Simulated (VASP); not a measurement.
# VASP 6.6.1 run: SiO2

INCAR

```
SIGMA = 0.02
ISIF = 2
ISMEAR = -1
AMIX = 2
ENCUT = 520
NELM = 62
LWAVE = .FALSE.
LREAL = .FALSE.
IBRION = -1
BMIX = 0.0001
LASPH = .TRUE.
LCHARG = .FALSE.
NSW = 0
EDIFF = 1E-7
NBANDS = 25
PREC = Accurate
IMIX = 1
GGA = PE
```

KPOINTS

```
KPOINTS created by Atomic Simulation Environment
0
Gamma
6 6 10
0 0 0
```

POSCAR

```
Si O
 1.0000000000000000
     4.1851887985999996    0.0000000000000000    0.0000000000000000
     0.0000000000000000    4.1851887985999996    0.0000000000000000
     0.0000000000000000    0.0000000000000000    2.6955282898999999
 Si  O
   2   4
Cartesian
  0.0000000000000000  0.0000000000000000  0.0000000000000000
  2.0925943992999998  2.0925943992999998  1.3477641449500002
  1.2810905141069575  1.2810905141069575  0.0000000000000000
  0.8115038851930421  3.3736849134069575  1.3477641449500002
  3.3736849134069575  0.8115038851930421  1.3477641449500002
  2.9040982844930419  2.9040982844930419  0.0000000000000000
```

The recommended PBE PAW datasets give the neutral cell 32 valence electrons.

Command

```
mpirun -np 1 vasp_std
```

OSZICAR

```
N       E                     dE             d eps       ncg     rms          rms(c)
DAV:   1     0.134396600468E+03    0.13440E+03   -0.17681E+04  3024   0.123E+03
DAV:   2    -0.440651561026E+02   -0.17846E+03   -0.17090E+03  3800   0.279E+02
DAV:   3    -0.508698150964E+02   -0.68047E+01   -0.67786E+01  4010   0.522E+01
DAV:   4    -0.509131320698E+02   -0.43317E-01   -0.43304E-01  3465   0.482E+00
DAV:   5    -0.509134829502E+02   -0.35088E-03   -0.35082E-03  4030   0.411E-01    0.173E+01
DAV:   6    -0.116740847681E+03   -0.65827E+02   -0.39970E+02  3509   0.131E+02    0.543E+01
DAV:   7    -0.764426400505E+03   -0.64769E+03   -0.40636E+03  3073   0.428E+02    0.152E+02
DAV:   8    -0.491043023712E+04   -0.41460E+04   -0.32862E+04  3864   0.108E+03    0.324E+02
DAV:   9    -0.148019637782E+05   -0.98915E+04   -0.88275E+04  5383   0.873E+02    0.519E+02
DAV:  10    -0.283720547828E+05   -0.13570E+05   -0.11962E+05  4815   0.243E+03    0.131E+03
DAV:  11    -0.502895812137E+05   -0.21918E+05   -0.20188E+05  5992   0.148E+03    0.227E+03
```

Standard output (part)

```
POSCAR found type information on POSCAR SiO
 POSCAR found :  2 types and       6 ions
 LDA part: xc-table for (Slater+PW92), standard interpolation
 POSCAR, INCAR and KPOINTS ok, starting setup
 WAVECAR not read
 entering main loop
|     EEEEEEE  RRRRRR   RRRRRR   OOOOOOO  RRRRRR      ###     ###     ###     |
|     E        R     R  R     R  O     O  R     R     ###     ###     ###     |
|     E        R     R  R     R  O     O  R     R     ###     ###     ###     |
|     EEEEE    RRRRRR   RRRRRR   O     O  RRRRRR       #       #       #      |
|     E        R    R   R    R   O     O  R    R      ###     ###     ###     |
|     EEEEEEE  R     R  R     R  OOOOOOO  R     R     ###     ###     ###     |
|     ERROR FEXCP: supplied Exchange-correletion table                        |
|      is too small, maximal index : 4122                                     |
|       ---->  I REFUSE TO CONTINUE WITH THIS SICK JOB ... BYE!!! <----       |
```

VASP stopped with an error.

Question: What is wrong with this input?

Answer: Mixing far too strong. VASP stopped with an error.
